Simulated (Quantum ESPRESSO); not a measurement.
Input of a Quantum ESPRESSO 7.5 run:

The input pw.in:

```
&CONTROL
  calculation = 'scf'
  prefix = 'pwscf'
  outdir = './tmp'
  pseudo_dir = './pseudo'
  tprnfor = .true.
  tstress = .true.
  disk_io = 'low'
/
&SYSTEM
  ibrav = 0
  nat = 2
  ntyp = 2
  ecutwfc = 45
  ecutrho = 360
  nbnd = 14
  input_dft = 'pbesol'
  occupations = 'smearing'
  smearing = 'fd'
  degauss = 0.00367493
/
&ELECTRONS
  conv_thr = 4d-10
  electron_maxstep = 120
  mixing_beta = 0.5
/
ATOMIC_SPECIES
S     32.0600 s_pbe_v1.4.uspp.F.UPF
Mg    24.3050 mg_pbe_v1.4.uspp.F.UPF
CELL_PARAMETERS angstrom
   0.0000000000    2.6016500000    2.6016500000
   2.6016500000    0.0000000000    2.6016500000
   2.6016500000    2.6016500000    0.0000000000
ATOMIC_POSITIONS crystal
S      0.5000000000    0.5000000000    0.5000000000
Mg     0.0000000000    0.0000000000    0.0000000000
K_POINTS automatic
4 4 4 1 1 1
```

The input scf2.in:

```
&CONTROL
  calculation = 'scf'
  prefix = 'pwscf'
  outdir = './tmp'
  pseudo_dir = './pseudo'
  tprnfor = .true.
  tstress = .true.
  disk_io = 'low'
/
&SYSTEM
  ibrav = 0
  nat = 2
  ntyp = 2
  ecutwfc = 45
  ecutrho = 360
  nbnd = 14
  input_dft = 'pbesol'
  occupations = 'fixed'
/
&ELECTRONS
  conv_thr = 1d-11
  electron_maxstep = 120
  mixing_beta = 0.5
  startingpot = 'file'
  startingwfc = 'file'
/
ATOMIC_SPECIES
S     32.0600 s_pbe_v1.4.uspp.F.UPF
Mg    24.3050 mg_pbe_v1.4.uspp.F.UPF
CELL_PARAMETERS angstrom
   0.0000000000    2.6016500000    2.6016500000
   2.6016500000    0.0000000000    2.6016500000
   2.6016500000    2.6016500000    0.0000000000
ATOMIC_POSITIONS crystal
S      0.5000000000    0.5000000000    0.5000000000
Mg     0.0000000000    0.0000000000    0.0000000000
K_POINTS automatic
4 4 4 1 1 1
```

File eels.in:

```
&LR_INPUT
  prefix = 'pwscf'
  outdir = './tmp'
  restart_step = 5000
  restart = .false.
/
&LR_CONTROL
  calculator = 'lanczos'
  approximation = 'RPA_with_CLFE'
  q1 = 0.02070327288
  q2 = 0.02070327288
  q3 = 0
  itermax = 600
/
```

File spectrum.in:

```
&LR_INPUT
  prefix = 'pwscf'
  outdir = './tmp'
  eels = .true.
  itermax0 = 600
  itermax = 20000
  extrapolation = 'osc'
  epsil = 0.05
  units = 1
  start = 0
  end = 40
  increment = 0.2
/
```

Contents of spectrum_short.in:

```
&LR_INPUT
  prefix = 'pwscf'
  outdir = './tmp'
  eels = .true.
  itermax0 = 400
  itermax = 20000
  extrapolation = 'osc'
  epsil = 0.05
  units = 1
  start = 0
  end = 40
  increment = 0.2
/
```

Potentials or basis: GBRV 1.5 PBE.

The run is started by

```bash
$ OMP_NUM_THREADS=1 pw.x -in pw.in > pw.out
$ OMP_NUM_THREADS=1 pw.x -in scf2.in > scf2.out
$ OMP_NUM_THREADS=1 turbo_eels.x -in eels.in > eels.out
$ OMP_NUM_THREADS=1 turbo_spectrum.x -in spectrum.in > spectrum.out
$ OMP_NUM_THREADS=1 turbo_spectrum.x -in spectrum_short.in > spectrum_short.out
```

**Question.** Predict the peak of the energy-loss function.

**Answer.** 17.6 eV.

**Question.** What does it give for the pressure?

**Answer.** -1.0 GPa.

Energy-loss function at q = [0.03536, 0.03536, 0.0] (Å⁻¹, cartesian):
```csv
energy (eV),loss
0.0,0.000
1.8,0.009
3.4,0.023
5.2,0.071
7.0,0.152
8.6,0.212
10.4,0.331
12.2,0.459
13.8,0.716
15.6,1.415
17.4,2.345
19.0,1.869
20.8,1.341
22.4,0.878
24.2,0.636
26.0,0.476
27.6,0.370
29.4,0.255
31.2,0.164
32.8,0.104
34.6,0.073
36.4,0.047
38.0,0.035
39.8,0.027
```

Caveat: the potentials were made for another functional, which shifts forces and pressure.
